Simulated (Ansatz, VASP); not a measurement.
**SnH in two plane-wave programs**

One calculation is typed for both programs; each brings its own data sets. How far apart do they land? The cell is taken from a series of runs on this material, whose earlier steps may have relaxed, scaled, displaced or heated it; both programs get it as it stands.

Program: Ansatz 0.2.0. Level of theory: plane waves, with VASP 6.6.1 beside it; single point at HSE06. Results are calculated unless marked as measured.

### 1. Set-up

The cell holds 4 atoms: 2 Sn and 2 H. Its edges and angles: a = 4.632 Å, b = 4.632 Å, c = 31.800 Å, α = 90.0°, β = 90.0°, γ = 120.0°. Vacuum lies along c.

Coordinates:

```
Sn H
1.0
     4.63212    0.00000    0.00000
    -2.31606    4.01153    0.00000
     0.00000    0.00000   31.80000
Sn H
2 2
Direct
  0.33333 0.66667 0.51300
  0.66667 0.33333 0.48700
  0.33333 0.66667 0.56733
  0.66667 0.33333 0.43267
```

### 2. VASP: single point, HSE06

With cell and atoms fixed, the geometry can't cause a difference; cores, projectors, grids and the points listed under the comparison can.

Lines of VASP's logs that name or quote its potential files are left out, and so is its time.

The run reads the wave functions of an earlier VASP run, which isn't shown here.

Input file INCAR:

```
SYSTEM = SnH
PREC = Accurate
ENCUT = 400
EDIFF = 1E-06
NELM = 100
ISMEAR = 0
SIGMA = 0.01
LREAL = .FALSE.
ALGO = Normal
LHFCALC = .TRUE.
AEXX = 0.25
GGA = PE
HFSCREEN = 0.208
LASPH = .TRUE.
NBANDS = 21
PRECFOCK = Fast
LORBIT = 11
LWAVE = .FALSE.
LCHARG = .FALSE.
NCORE = 8
ISIF = 2
LDIPOL = .TRUE.
IDIPOL = 3
DIPOL = 0.5 0.5 0.5
LVHAR = .TRUE.
```

Input file POSCAR:

```
SnH
1.0
    4.6321156755      0.0000000000      0.0000000000
   -2.3160578378      4.0115298483      0.0000000000
    0.0000000000      0.0000000000     31.8000000000
Sn H
2 2
Direct
    0.3333333333      0.6666666667      0.5129995773
    0.6666666667      0.3333333333      0.4870004227
    0.3333333333      0.6666666667      0.5673340556
    0.6666666667      0.3333333333      0.4326659444
```

Input file KPOINTS:

```
Automatic mesh
0
Gamma
3 3 1
0 0 0
```

PAW data sets: Sn_d and H (PBE family, release 64).

Run with:

```
$ mpirun -np 8 vasp_std
```

Numbers of over 12 decimals in the logs are rounded to 6 here.

The program printed:

```text
[banner, memory and clock lines left out]
running    8 mpi-ranks, on    1 nodes
 distrk:  each k-point on    8 cores,    1 groups
 distr:  one band on    8 cores,    1 groups

 POSCAR found type information on POSCAR SnH
 POSCAR found :  2 types and       4 ions
|                                                                             |
|           W    W    AA    RRRRR   N    N  II  N    N   GGGG   !!!           |
|           W    W   A  A   R    R  NN   N  II  NN   N  G    G  !!!           |
|           W    W  A    A  R    R  N N  N  II  N N  N  G       !!!           |
|           W WW W  AAAAAA  RRRRR   N  N N  II  N  N N  G  GGG   !            |
|           WW  WW  A    A  R   R   N   NN  II  N   NN  G    G                |
|           W    W  A    A  R    R  N    N  II  N    N   GGGG   !!!           |
|                                                                             |
|     For optimal performance we recommend to set                             |
|       NCORE = 2 up to number-of-cores-per-socket                            |
|     NCORE specifies how many cores store one orbital (NPAR=cpu/NCORE).      |
|     This setting can greatly improve the performance of VASP for DFT.       |
|     The default, NCORE=1 might be grossly inefficient on modern             |
|     multi-core architectures or massively parallel machines. Do your        |
|     Unfortunately you need to use the default for GW and RPA                |
|     calculations (for HF NCORE is supported but not extensively tested      |
|     yet).                                                                   |
|                                                                             |

 LDA part: xc-table for (Slater+PW92), standard interpolation
 found WAVECAR, reading the header
 POSCAR, INCAR and KPOINTS ok, starting setup
 FFT: planning ... GRIDC
 FFT: planning ... GRID_SOFT
 FFT: planning ... GRID
 reading WAVECAR
 the WAVECAR file was read successfully
 initial charge from wavefunction
 entering main loop
       N       E                     dE             d eps       ncg     rms          rms(c)
DAV:   1    -0.157817742301E+02   -0.15782E+02   -0.58073E-01   151   0.771E+00    0.968E-01
DAV:   2    -0.157909815326E+02   -0.92073E-02   -0.46025E-02   165   0.140E+00    0.835E-01
DAV:   3    -0.157912580217E+02   -0.27649E-03   -0.15845E-03   191   0.370E-01    0.536E-01
DAV:   4    -0.157913237431E+02   -0.65721E-04   -0.20988E-04   181   0.131E-01    0.334E-01
DAV:   5    -0.157913678219E+02   -0.44079E-04   -0.66909E-05   175   0.540E-02    0.203E-01
DAV:   6    -0.157913891516E+02   -0.21330E-04   -0.11583E-05   133   0.219E-02    0.124E-01
DAV:   7    -0.157913980522E+02   -0.89006E-05   -0.36938E-06   130   0.134E-02    0.756E-02
DAV:   8    -0.157914018928E+02   -0.38406E-05   -0.62823E-07   111   0.809E-03    0.457E-02
DAV:   9    -0.157914037507E+02   -0.18579E-05   -0.41265E-07   114   0.618E-03    0.278E-02
DAV:  10    -0.157914047618E+02   -0.10111E-05   -0.23133E-07    93   0.521E-03    0.170E-02
DAV:  11    -0.157914053461E+02   -0.58436E-06   -0.15294E-07    93   0.378E-03
   1 F= -.15791405E+02 E0= -.15791405E+02  d E =-.823701E-37
```

Parts of OUTCAR (step 2):

```text
ion  position               nearest neighbor table
   1  0.333  0.667  0.513-   3 1.73   2 2.80   2 2.80   2 2.80
   2  0.667  0.333  0.487-   4 1.73   1 2.80   1 2.80   1 2.80
   3  0.333  0.667  0.567-   1 1.73
   4  0.667  0.333  0.433-   2 1.73

  LATTYP: Found a hexagonal cell.
 ALAT       =     4.6321156755
 C/A-ratio  =     6.8651135308

 Subroutine GETGRP returns: Found 12 space group operations
 (whereof 12 operations were pure point group operations)

The static configuration has the point symmetry D_3d.

 Found      3 irreducible k-points:

   k-points           NKPTS =      3   k-points in BZ     NKDIM =      9   number of bands    NBANDS=     21

   dimension x,y,z NGX =    30 NGY =   30 NGZ =  210
   dimension x,y,z NGXF=    60 NGYF=   60 NGZF=  420

   ENCUT  =  400.0 eV  29.40 Ry    5.42 a.u.   7.55  7.55 51.86*2*pi/ulx,y,z

   NELECT =      30.0000    total number of electrons

 k-points in reciprocal lattice and weights: Automatic mesh
   0.00000000  0.00000000  0.00000000       0.111
   0.33333333  0.00000000  0.00000000       0.667
   0.33333333  0.33333333  0.00000000       0.222

  exchange ACFDT corr.  =         0.00000000  see jH, gK, PRB 81, 115126

 dipolmoment           0.000000      0.000000     -0.000000 electrons x Angstroem

 average (electrostatic) potential at core
       1-104.0352       2-104.0352       3 -35.8791       4 -35.8791

 E-fermi :  -3.9607

 k-point     1 :       0.0000    0.0000    0.0000
  band No.  band energies     occupation
    ...
     11     -14.3895      2.00000
     12      -9.9467      2.00000
     13      -6.5829      2.00000
     14      -4.0494      2.00000
     15      -4.0494      2.00000
     16      -2.7252      0.00000
     17       0.1615      0.00000
     18       0.1615      0.00000
     19       0.1841      0.00000
     20       0.7581      0.00000
    ...

 k-point     2 :       0.3333    0.0000    0.0000
  band No.  band energies     occupation
    ...
     11     -13.4306      2.00000
     12     -10.5707      2.00000
     13      -7.1797      2.00000
     14      -6.7403      2.00000
     15      -5.1477      2.00000
     16      -1.6204      0.00000
     17       0.3864      0.00000
     18       0.7272      0.00000
     19       1.7122      0.00000
     20       2.1859      0.00000
    ...

 k-point     3 :       0.3333    0.3333    0.0000
  band No.  band energies     occupation
    ...
     11     -11.9829      2.00000
     12     -11.9829      2.00000
     13      -7.0525      2.00000
     14      -7.0525      2.00000
     15      -6.7731      2.00000
     16       0.5783      0.00000
     17       0.6546      0.00000
     18       0.6546      0.00000
     19       2.3488      0.00000
     20       2.3488      0.00000
    ...

  Total        0.4224369      0.4224369     -0.5820523     -0.0000000     -0.0000000     -0.0000000
  in kB        1.1453967      1.1453967     -1.5781781     -0.0000000     -0.0000000     -0.0000000
  external PRESSURE =       0.2375384 kB  Pullay stress =       0.0000000 kB

  energy-cutoff  :      400.00
  volume of cell :      590.90
      direct lattice vectors                 reciprocal lattice vectors
     4.632115675  0.000000000  0.000000000     0.215884073  0.124640728  0.000000000
    -2.316057838  4.011529848  0.000000000     0.000000000  0.249281456  0.000000000
     0.000000000  0.000000000 31.800000000     0.000000000  0.000000000  0.031446541

 POSITION                                       TOTAL-FORCE (eV/Angst)
 -----------------------------------------------------------------------------------
     -0.00000      2.67435     16.31339        -0.000000      0.000000      0.166448
      2.31606      1.33718     15.48661         0.000000      0.000000     -0.166448
     -0.00000      2.67435     18.04122        -0.000000     -0.000000     -0.135358
      2.31606      1.33718     13.75878        -0.000000      0.000000      0.135358
 -----------------------------------------------------------------------------------
    total drift:                                0.000000      0.000000     -0.000000

  FREE ENERGIE OF THE ION-ELECTRON SYSTEM (eV)
  ---------------------------------------------------
  free  energy   TOTEN  =       -15.7914053461 eV

  energy  without entropy=      -15.7914053461  energy(sigma->0) =      -15.79140535

 vacuum level on the upper side and lower side of the slab         1.216         1.216

 total charge
# of ion       s       p       d       tot
------------------------------------------
    1        1.107   1.380   9.991  12.478
    2        1.107   1.380   9.991  12.478
    3        0.517   0.009   0.000   0.526
    4        0.517   0.009   0.000   0.526
--------------------------------------------------
tot          3.247   2.778  19.982  26.007
```

The gap is read on the k-mesh alone, so it is an upper bound where the band edges lie off the mesh. The k-mesh is coarse for exact exchange; levels may shift by about 0.1 eV on a finer one. The PAW data sets were made with PBE, which is usual practice but a small mismatch for other functionals.

### 3. Ansatz: single point, HSE06

Ansatz runs on its PAW soft_1 files.

The same cell, functional and mesh now go to Ansatz, which takes its cutoff from its data sets.

Input file input.yaml:

```yaml
crystal:
  lattice:
    - [4.6321156755, 0.0, 0.0]
    - [-2.3160578378, 4.0115298483, 0.0]
    - [0.0, 0.0, 31.8]
  atoms:
    - { symbol: Sn, position: [0.3333333333, 0.6666666667, 0.5129995773] }
    - { symbol: Sn, position: [0.6666666667, 0.3333333333, 0.4870004227] }
    - { symbol: H, position: [0.3333333333, 0.6666666667, 0.5673340556] }
    - { symbol: H, position: [0.6666666667, 0.3333333333, 0.4326659444] }
  periodic: [true, true, false]
kpoints:
  mp_grid: { grid: [3, 3, 1] }
  band_path:
    path: [[0.0, 0.0, 0.0], [0.5, 0.0, 0.0], [0.3333333333, 0.3333333333, 0.0]]
    npoints: 1
hamiltonian:
  xc: hse06
  pseudopotentials: { kind: paw, azcp: { folder: soft_1 } }
scf:
  occupations: { method: fixed }
  n_extra_bands: 5
  convergence: { dr2_threshold: 1.0e-10 }
output:
  eigenvalues: true
```

Run with:

```
$ ansatz run input.yaml --threads 8 --pin off --max-ram 17510MiB --backend cpu --events-out ev --progress --plain --runs-dir out
```

The program printed:

```text
scf.n_extra_bands = 5 over 15 filled bands (N_el = 30.0): the run solves 20 bands
Engine: ansatz 0.2.0, aarch64-unknown-linux-gnu
Pseudopotentials: kind: paw
Pseudopotential: Sn, paw, valence charge 14, recommended cutoff 420 eV (normal), soft_1/Sn.paw.azcp
Pseudopotential: H, paw, valence charge 1, recommended cutoff 420 eV (normal), soft_1/H.paw.azcp
Functional definition: HSE06
  parameter a = 0.25
  parameter omega = 0.11/bohr
  exchange = pbe_x - a*pbe_x_sr(omega) + a*exact_x_sr(omega)
  correlation = pbe_c
davidson cushion auto → on  (no smearing: the cushion is to keep the highest requested band from converging to the state above it; pin scf.eigensolver.cushion to override)
Crystal: 4 atoms, lattice volume = 590.903 Å³
Basis set: ecut = 420 eV, 11597 PW (Γ)
Bands: 20, of which v1, the nominal top of the filled ones, is band 15 counted from 1 (14 counted from 0)
Symmetry: 12 space group operations
Space group: P-3m1 (ITA 164), of the structure as read, at distance tolerance 8.4e-5 Å
k-points: 3 of 9
Non-local potential: Sn, projectors of the file, l = 0: 2, l = 1: 2, l = 2: 2, l = 3: 1
Non-local potential: H, projectors of the file, l = 0: 2, l = 1: 1
PAW form: soft (Blöchl's): semilocal exchange-correlation on the pseudo side does not see the compensation charge
PAW frozen core: Sn, regenerated for the run's functional, and the local potential with it (the file was generated under x = pbe(κ = 0.804, μ = 0.219515), c = pbe(β = 0.066725))
PAW one-centre angular grid: Sn, 590 points (default); XC on 64 Gauss nodes
PAW one-centre angular grid: H, 110 points (default); XC on 64 Gauss nodes
Initial density: superposition of atomic densities (neutral atoms: chi_scale 0, normalization atom)
Initial wavefunctions: pseudopotential atomic-orbital guess
Functional: x = pbe(κ = 0.804, μ = 0.219515), c = pbe(β = 0.066725), warm-up for x = pbe(κ = 0.804, μ = 0.219515) + 0.25 (exact − pbe) at short range (hse, ω = 0.207870 Å⁻¹), c = pbe(β = 0.066725); HSE06 as pw.x's `hse` composes it (authors' and Libxc's form: `xc: wpbeh`)
iter 1 solved again at ethr=6.51e-3 eV; its pass at ethr=1.00e-1 eV (dr2=1.95e0 eV) is discarded
SCF iter   1: F=—  HF=-12079.745035 eV  |F-HF|=—  |Δ(HF+E_count)|=         —  Δρ=1.82e-2  dr2=1.97e0  ethr=6.51e-3  ⟨swp⟩=4.3  Hψ=338  notcnv=0
preconditioner: auto → none  [insulator: Δε(μ)=0.659 eV  Ē_g=8.560 eV  n_scr=46 (ndim 8)  ℏωp=4.8 eV  f_vac=0.788]
SCF iter   2: F=—  HF=-12079.211474 eV  |F-HF|=—  |Δ(HF+E_count)|=   5.34e-1  Δρ=5.82e-3  dr2=2.26e-1  ethr=6.51e-3  ⟨swp⟩=3.0  Hψ=144  notcnv=0
iter 3 solved again at ethr=5.01e-5 eV; its pass at ethr=7.54e-4 eV (dr2=1.50e-2 eV) is discarded
SCF iter   3: F=—  HF=-12079.169748 eV  |F-HF|=—  |Δ(HF+E_count)|=   4.17e-2  Δρ=1.50e-3  dr2=1.45e-2  ethr=5.01e-5  ⟨swp⟩=4.7  Hψ=326  notcnv=0  defer=1
SCF iter   4: F=—  HF=-12079.166849 eV  |F-HF|=—  |Δ(HF+E_count)|=   2.90e-3  Δρ=4.60e-4  dr2=5.45e-4  ethr=4.85e-5  ⟨swp⟩=4.0  Hψ=155  notcnv=0
SCF iter   5: F=-12079.167271 eV  HF=-12079.167264 eV  |F-HF|=7.09e-6  |Δ(HF+E_count)|=   4.15e-4  Δρ=1.06e-4  dr2=3.29e-5  ethr=1.82e-6  ⟨swp⟩=4.7  Hψ=216  notcnv=0
SCF 1 stopped early in 5 iterations: F = -12079.167271 eV  dr2 = 3.29e-5
  greatest PAW one-centre occupation: 0.990 electrons in one spin orbital (limit 2), on the Sn atom at site 1 (counted from 0), in its partial waves of l = 2
Initial density: handed on by an earlier stage of this run
Initial wavefunctions: those handed on with the density
Functional: x = pbe(κ = 0.804, μ = 0.219515) + 0.25 (exact − pbe) at short range (hse, ω = 0.207870 Å⁻¹), c = pbe(β = 0.066725); HSE06 as pw.x's `hse` composes it (authors' and Libxc's form: `xc: wpbeh`)
Exchange kernel: α = 0.2500, screened, ω = 0.2079 Å⁻¹, Wigner–Seitz truncation, v(0) = 1019.3663 eV·Å³, q-mesh 3×3×1, nearest image of the exchange supercell L = 13.90 Å, pair-density grid 24×24×135, without the augmentation charges, whose exchange is taken in its separable form by FFT convolution over the k-point mesh (sized by the pseudopotential files, 27×27×216 at the most)
Frozen-core exchange: fock
SCF iter   1: F=—  HF=-12087.581103 eV  |F-HF|=—  |Δ(HF+E_count)|=         —  Δρ=1.48e-3  dr2=6.67e-3  ethr=1.10e-6  ⟨swp⟩=14.0  Hψ=373  notcnv=0
preconditioner: auto → none  [insulator: Δε(μ)=1.273 eV  Ē_g=9.307 eV  n_scr=46 (ndim 8)  ℏωp=4.8 eV  f_vac=0.813]
SCF iter   2: F=—  HF=-12087.579127 eV  |F-HF|=—  |Δ(HF+E_count)|=   1.98e-3  Δρ=5.41e-4  dr2=1.44e-3  ethr=1.10e-6  ⟨swp⟩=4.0  Hψ=252  notcnv=0
SCF iter   3: F=—  HF=-12087.585906 eV  |F-HF|=—  |Δ(HF+E_count)|=   6.78e-3  Δρ=2.49e-4  dr2=2.02e-4  ethr=1.10e-6  ⟨swp⟩=5.3  Hψ=251  notcnv=0
SCF iter   4: F=—  HF=-12087.585857 eV  |F-HF|=—  |Δ(HF+E_count)|=   4.92e-5  Δρ=3.77e-5  dr2=1.64e-5  ethr=6.13e-7  ⟨swp⟩=2.3  Hψ=133  notcnv=0
SCF iter   5: F=-12087.585958 eV  HF=-12087.585958 eV  |F-HF|=5.51e-7  |Δ(HF+E_count)|=   1.02e-4  Δρ=2.13e-5  dr2=1.84e-6  ethr=1.78e-8  ⟨swp⟩=6.7  Hψ=245  notcnv=0  defer=2
SCF 2 stopped early in 5 iterations: F = -12087.585958 eV  dr2 = 1.84e-6
  greatest PAW one-centre occupation: 0.991 electrons in one spin orbital (limit 2), on the Sn atom at site 1 (counted from 0), in its partial waves of l = 2
hybrid outer 1: dexx = +7.489e-3 eV, tail = 3.16e-5 eV
Exchange kernel: α = 0.2500, screened, ω = 0.2079 Å⁻¹, Wigner–Seitz truncation, v(0) = 1019.3663 eV·Å³, q-mesh 3×3×1, nearest image of the exchange supercell L = 13.90 Å, pair-density grid 24×24×135, without the augmentation charges, whose exchange is taken in its separable form by FFT convolution over the k-point mesh (sized by the pseudopotential files, 27×27×216 at the most)
Frozen-core exchange: fock
SCF iter   1: F=—  HF=-12087.585779 eV  |F-HF|=—  |Δ(HF+E_count)|=         —  Δρ=1.10e-5  dr2=8.05e-7  ethr=5.26e-7  ⟨swp⟩=3.7  Hψ=155  notcnv=0
preconditioner: auto → none  [insulator: Δε(μ)=1.322 eV  Ē_g=9.317 eV  n_scr=46 (ndim 8)  ℏωp=4.8 eV  f_vac=0.814]
iter 2 solved again at ethr=1.22e-10 eV; its pass at ethr=1.89e-9 eV (dr2=3.66e-8 eV) is discarded
SCF iter   2: F=—  HF=-12087.585779 eV  |F-HF|=—  |Δ(HF+E_count)|=   1.28e-7  Δρ=3.23e-6  dr2=8.89e-8  ethr=1.22e-10  ⟨swp⟩=3.3  Hψ=377  notcnv=0  defer=2
SCF iter   3: F=—  HF=-12087.585780 eV  |F-HF|=—  |Δ(HF+E_count)|=   4.66e-7  Δρ=1.82e-6  dr2=1.30e-8  ethr=1.22e-10  ⟨swp⟩=5.7  Hψ=266  notcnv=0  defer=10
SCF iter   4: F=—  HF=-12087.585780 eV  |F-HF|=—  |Δ(HF+E_count)|=   7.49e-9  Δρ=4.91e-7  dr2=1.33e-9  ethr=3.76e-11  ⟨swp⟩=4.7  Hψ=188  notcnv=0  defer=2
SCF iter   5: F=—  HF=-12087.585780 eV  |F-HF|=—  |Δ(HF+E_count)|=   4.78e-9  Δρ=3.70e-7  dr2=9.02e-10  ethr=3.16e-12  ⟨swp⟩=6.0  Hψ=227  notcnv=0  defer=5
SCF iter   6: F=-12087.585780 eV  HF=-12087.585780 eV  |F-HF|=7.46e-11  |Δ(HF+E_count)|=  2.36e-10  Δρ=1.30e-7  dr2=9.34e-11  ethr=2.96e-12  ⟨swp⟩=5.0  Hψ=180  notcnv=0
SCF 3 converged in 6 iterations: F = -12087.585780 eV  dr2 = 9.34e-11
hybrid outer 2: dexx = +5.061e-7 eV, tail = 1.37e-8 eV, Δε = 7.32e-4 eV (about 2.12e-5 eV left of the loop's levels)
NSCF: frozen V_eff on 3 k-points
hybrid SCF converged: 2 outer / 11 inner (+5 warm-up), last move |dexx| = 5.06e-7 eV, tail = 1.37e-8 eV
Stability not checked: this state was not tested for a lower state beside it, because the functional holds exact exchange (a hybrid, or Hartree-Fock), whose exchange loop this test does not read (fock_operator; see scf.lower_state_search)
Free energy (F): -12087.585780 eV
Frozen-core exchange: fock
Harris-Foulkes:  -12087.585780 eV  (|F-HF|=7.46e-11)
Internal energy: -12087.585780 eV  (E = F + TS)
E sigma→0 (E₀):  -12087.585780 eV
Fermi energy:    -5.258973 eV
--- Per-component energies (eV) ---
  E_band       = -660.412579
  E_kinetic    = 361.636265
  E_local      = -33245.690405  (includes V_loc(G=0)·N_el)
  E_nonlocal   = 285.754584
  E_hartree    = 16414.447024
  E_xc         = -214.676351
  E_vxc        = -145.709545  (∫ρ·V_xc dr)
  E_exx        = -76.271938  (= α·E_x^exact, valence–valence)
  E_paw        = -8728.190270  (= ΣΔE_a)
  E_vpaw       = -592.752939  (= ΣTr[D̂ρ^β])
  E_aug_tail   = -0.001172  (compensation charges beyond the density's cutoff)
  E_ewald      = 13114.888730
  E_core_change = 0.517752  (= ΣΔE_core)
  E_smearing   = -0.000000  (= −TS)
  E_closure    = 0.000000  (closes the sum)
  Σ components = -12087.585780   (vs F -12087.585780, Δ=-1.82e-12)
--- Band table (eV) ---
  k-point 0: bands = [... 11 lower, -11.1687, -7.8019, -5.2590, -5.2590, -3.9373, -1.0542, -1.0542, -1.0324, ... 1 higher]
  k-point 1: bands = [... 11 lower, -11.7909, -8.3944, -7.9587, -6.3587, -2.8335, -0.8315, -0.4890, 0.5075, ... 1 higher]
  k-point 2: bands = [... 11 lower, -13.2011, -8.2703, -8.2703, -7.9846, -0.6363, -0.5637, -0.5637, 1.1335, ... 1 higher]
  the weakly bound empty levels are not read free of the cell's end (exact_exchange)
```

Reading the cycles: dr2 is the Hartree energy of the density residual (eV), the measure of convergence; HF is the Harris–Foulkes estimate of the energy, which meets the free energy F at convergence.

### 4. Comparison

Known differences besides the potentials themselves: exact exchange at q = 0 is treated differently, which shows on coarse meshes; VASP keeps PBE cores, Ansatz makes them for the functional; fixed occupations in Ansatz, narrow Gaussian smearing in VASP; Ansatz cuts the interaction across the vacuum, VASP repeats the sheet with a dipole correction; the cutoff is 420 eV in Ansatz and 400 eV in VASP; VASP takes a coarser grid for exact exchange (PRECFOCK = Fast). Total energies have different zeros and are not compared.

Both answers:

| quantity | Ansatz | VASP | difference |
| --- | --- | --- | --- |
| gap on the k mesh (eV) | 1.322 | 1.324 | -0.003 |

A gap on the mesh is an upper bound, since the band edges may lie between its points. With vacuum in the cell, a pressure given here is an average over mostly empty space and none of the material.

### 5. Results

```
difference in gap on the k mesh (single point, HSE06) : -0.0025 eV
```

The difference in gap on the k mesh is -0.0025 eV (single point, HSE06), within the 0.08 eV picked in this series as the mark of a large difference. How closely two codes agree says nothing of how well the functional describes the real material.

[Lines on the potential files, build, host, timing and source positions are cut from VASP's logs without a mark.]

[Logs are printed without paths, hosts, clocks, repeated set-up lines and the standing remarks that a program may print on its own settings, such as how far it seeks lower states.]

[Hosts, paths, dates, database ids (printed as entryN), source tags and the programs' standing remarks are cut or masked in the printed files.]
